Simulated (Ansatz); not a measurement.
## Run record: elastic constants by finite strains of TaC (Fm-3m)

Method: PBEsol, PAW on Ansatz 0.2.0's default frozen-core files (fitted under PBE), scalar-relativistic.

Cell and atoms were relaxed beforehand by PAW with this functional.

Launched as:

```sh
ansatz run input.yaml --threads 1 --pin off --max-ram 2048MiB --backend cpu --events-out ev --progress --plain --runs-dir out
```

input.yaml:

```yaml
crystal:
  lattice:
    - [0.0, 2.22000097732, 2.22000097732]
    - [2.22000097732, 0.0, 2.22000097732]
    - [2.22000097732, 2.22000097732, 0.0]
  atoms:
    - { symbol: Ta, position: [0.0, 0.0, 0.0] }
    - { symbol: C, position: [0.5, 0.5, 0.5] }
kpoints:
  mp_grid: { grid: [16, 16, 16] }
scf:
  occupations: { method: fermi_dirac, width: 0.1 }
hamiltonian:
  xc: pbesol
  pseudopotentials: { kind: paw }
elastic:
  mode: relaxed_ion
  stencil: four_point
  amplitude: 0.008
```

Output (shortened where marked):

```
Warning: RAYON_NUM_THREADS=1 ignored (pool sized by the plan → 1); use --threads N
Engine: ansatz 0.2.0, x86_64-unknown-linux-gnu
Pseudopotentials: kind: paw
Pseudopotential: Ta, paw, valence charge 13, recommended cutoff 420 eV (normal), Ta.paw.azcp
Pseudopotential: C, paw, valence charge 4, recommended cutoff 420 eV (normal), C.paw.azcp
Functional definition: PBEsol
  exchange = pbesol_x
  correlation = pbesol_c
Crystal: 2 atoms, lattice volume = 21.882 Å³
Basis set: ecut = 420 eV, 411 PW (Γ), exchange–correlation on 48×48×48 points (8 copies of the dense FFT grid, shifted against one another)
Bands: 13, of which v1, the nominal top of the filled ones, is band 9 counted from 1 (8 counted from 0)
Symmetry: 48 space group operations
Space group: Fm-3m (ITA 225), of the structure as read, at distance tolerance 2.8e-5 Å
k-points: 145 of 4096
Non-local potential: Ta, projectors of the file, l = 0: 3, l = 1: 2, l = 2: 2, l = 3: 1
Non-local potential: C, projectors of the file, l = 0: 2, l = 1: 2, l = 2: 1
PAW form: soft (Blöchl's): semilocal exchange-correlation on the pseudo side does not see the compensation charge
[... 138 lines left out ...]
  moduli (Voigt/Reuss/Hill, GPa): K = 343.89/343.89/343.89   G = 250.96/231.84/241.40   E = 586.88   ν = 0.216
  mechanically stable: yes (min eigenvalue of sym C = 191.13 GPa)
  strain η (Voigt 11):  stress-route row diagonal C_11 = 798.16 GPa, energy-path curvature d²(F+E_count+ΔE)/dδ²/Ω₀ = 798.23 GPa
    cells at ±δ against ±2δ: C21 117.14 and 118.28 GPa, apart by 0.14 % of the column's largest entry
         δ    σ_11 (GPa)             F (eV)   n_scf  n_hpsi   n_pw
    -1.600e-2     -13.8905      -10054.5405084       8   91366    436   relax 0 steps, max|allowed force component| 4.93e-32 eV/Å
    -8.000e-3      -6.6530      -10054.5516859       4   75323    444   relax 0 steps, max|allowed force component| 1.16e-30 eV/Å
     8.000e-3       6.1188      -10054.5518673       4   77358    448   relax 0 steps, max|allowed force component| 2.27e-30 eV/Å
     1.600e-2      11.6607      -10054.5421048       7   84018    452   relax 0 steps, max|allowed force component| 8.87e-30 eV/Å
  strain η (Voigt 23):  stress-route row diagonal C_44 = 191.13 GPa, energy-path curvature d²(F+E_count+ΔE)/dδ²/Ω₀ = 191.13 GPa
    cells at ±δ against ±2δ: C44 190.99 and 190.58 GPa, apart by 0.22 % of the column's largest entry
         δ    σ_23 (GPa)             F (eV)   n_scf  n_hpsi   n_pw
    -1.600e-2      -3.0493      -10054.5519295       6  151436    444   relax 0 steps, max|allowed force component| 3.94e-30 eV/Å
    -8.000e-3      -1.5280      -10054.5544294       4  139290    444   relax 0 steps, max|allowed force component| 6.11e-30 eV/Å
     8.000e-3       1.5280      -10054.5544294       4  134518    444   relax 0 steps, max|allowed force component| 1.38e-29 eV/Å
     1.600e-2       3.0493      -10054.5519295       6  132195    444   relax 0 steps, max|allowed force component| 6.90e-31 eV/Å
```

The run converged.

Elastic constants:

Elastic constants of a crystal by Kohn-Sham DFT: slopes of the stress over finite engineering strains of the given cell, Voigt indices, Cartesian axes as in the input.

```
Pressure at rest         : -0.015 GPa
Least elastic eigenvalue : 191.1 GPa
Elastically stable       : yes
```

```
index  elastic (GPa)
   11          798.2
   12          116.8
   44          191.1
```

**Strained cells**

Stress of each strained cell less that at rest, tension positive.

| strain component | strain | stress xx (GPa) | stress yy (GPa) | stress zz (GPa) | stress yz (GPa) | stress xz (GPa) | stress xy (GPa) | relaxation steps |
| --- | --- | --- | --- | --- | --- | --- | --- | --- |
| xx | -0.016 | -13.91 | -1.959 | -1.959 | 0 | 0 | 0 | 0 |
| xx | -0.008 | -6.668 | -0.9536 | -0.9536 | 0 | 0 | 0 | 0 |
| xx | 0.008 | 6.104 | 0.9207 | 0.9207 | 0 | 0 | 0 | 0 |
| xx | 0.016 | 11.65 | 1.826 | 1.826 | 0 | 0 | 0 | 0 |
| yz | -0.016 | 0.0138 | -0.0594 | -0.0594 | -3.049 | 0 | 0 | 0 |
| yz | -0.008 | 0.0034 | -0.0146 | -0.0146 | -1.528 | 0 | 0 | 0 |
| yz | 0.008 | 0.0034 | -0.0146 | -0.0146 | 1.528 | 0 | 0 | 0 |
| yz | 0.016 | 0.0138 | -0.0594 | -0.0594 | 3.049 | 0 | 0 | 0 |

### Elastic moduli

Hill averages of a grain aggregate, Debye temperature from the mean sound speed over directions.

```json
{
  "Bulk modulus": "343.9 GPa",
  "Shear modulus": "241.4 GPa",
  "Young modulus": "586.9 GPa",
  "Poisson ratio": "0.2156",
  "Bulk over shear modulus": "1.425",
  "Elastic anisotropy index": "0.4122",
  "Least young modulus": "483.8 GPa",
  "Largest young modulus": "768.4 GPa",
  "Longitudinal sound speed": "6743 m/s",
  "Transverse sound speed": "4060 m/s",
  "Elastic debye temperature": "597.2 K",
  "Linear compressibility (x, y, z)": "0.9693, 0.9693, 0.9693 1/TPa",
  "Zener ratio": "0.561",
  "Cauchy pressure": "-74.37 GPa"
}
```

Keep in mind: frozen-core PAW files fitted under PBE, their cores solved anew for the functional of the run; responses of metals move with mesh and smearing; no spin-orbit coupling on heavy atoms.

Time and hardware: 37 s on 1 thread of Intel(R) Xeon(R) 6975P-C (Granite Rapids) (shared host), peak memory 0.54 GiB.
